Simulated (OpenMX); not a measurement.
**B in OpenMX: the effect of dispersion**

Crystal: B.

```
B
1.0
     1.62456    0.00000    0.00000
     0.00000    2.86615    0.00000
     0.00000    0.00000    3.91440
B
2
Direct
  0.00000 0.50000 0.60926
  0.50000 0.00000 0.39074
```

The cell was built by a generator and needn't be a form met in nature.

Alike in all runs:

* Program: OpenMX 3.8.5
* Task: single point
* Functional: PBE
* Potentials or basis: OpenMX 2013 PBE set, B7.0-s2p2d1, grid cutoff 300 Ry
* k mesh: 11 × 7 × 5
* Occupations: fermi-dirac, width 0.05 eV
* Spin: no spin polarisation

```csv
dispersion,pressure (GPa),largest force (eV/Å)
none,0.0,0.10
D3,?,?
D3(BJ),-2.9,0.11
D4,-3.0,0.11
```

Q: What does the run with dispersion D3 give?

A: Pressure -1.4 GPa; largest force 0.09 eV/Å.

Caveats: the basis of atomic orbitals isn't converged, which shifts pressures, moduli and gaps; this functional lacks dispersion, which binds the layers, so the pressure and a relaxed spacing across them are unreliable (some runs).
